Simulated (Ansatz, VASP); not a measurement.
**Se in VASP and in Ansatz**

INCAR

```
ALGO = Normal
EDIFF = 1E-7
ENCUT = 520
GGA = PE
ISIF = 2
ISMEAR = -1
LASPH = True
LCHARG = False
LREAL = False
LWAVE = False
NBANDS = 13
NELM = 60
PREC = Accurate
SIGMA = 0.05
```

File KPOINTS:

```
k-points
0
Gamma
  10 10 6
```

Contents of POSCAR:

```
Se
1.0
    1.4126171845     -4.0921536334      0.0000000000
    1.4126171845      4.0921536334      0.0000000000
    0.0000000000      0.0000000000      4.6741414068
Se
2
Direct
    0.0643446800      0.9356553200      0.2500000000
    0.9356553200      0.0643446800      0.7500000000
```

File input.yaml:

```yaml
crystal:
  lattice:
    - [1.4126171845, -4.0921536334, 0.0]
    - [1.4126171845, 4.0921536334, 0.0]
    - [0.0, 0.0, 4.6741414068]
  atoms:
    - { symbol: Se, position: [0.06434468, 0.93565532, 0.25] }
    - { symbol: Se, position: [0.93565532, 0.06434468, 0.75] }
hamiltonian:
  xc: pbe
  pseudopotentials: { kind: paw }
kpoints:
  mp_grid: { grid: [10, 10, 6] }
scf:
  occupations: { method: fermi_dirac, width: 0.05 }
output:
  forces: true
  stress: true
  eigenvalues: true
  write_density: true
  write_potential: true
  elf: true
  volumetric_format: npy
```

Change from the starting cell: volume scaled by 1.04.

Alike in both runs: task single point; functional PBE; k mesh 10 × 10 × 6; occupations fermi-dirac, width 0.05 eV; no spin polarisation.

|  | VASP | Ansatz |
| --- | --- | --- |
| version | VASP 6.6.1 | Ansatz 0.2.0 |
| potentials or method | VASP PAW PBE potentials, release 64 (Se) | Ansatz PAW |
| plane-wave cutoff (eV) | 520 | 420 |
| valence electrons in the cell | 12 | 32 |

Ansatz gave:

```
gap on the k mesh at the Fermi level (eV)       : none
pressure (GPa)                                  : -0.7
largest component of the traceless stress (GPa) : 1.21
rms of the force components (eV/Å)              : 0.112
```

Estimate VASP's values.

gap on the k mesh at the Fermi level (eV): none; pressure (GPa): -0.6; largest component of the traceless stress (GPa): 1.24; rms of the force components (eV/Å): 0.110.

Atom by atom the forces differ by 0.002 eV/Å (rms over components). A gap of «none» marks a metal or a gap that the smearing closes. The two sets of potentials don't hold the same shells in valence.
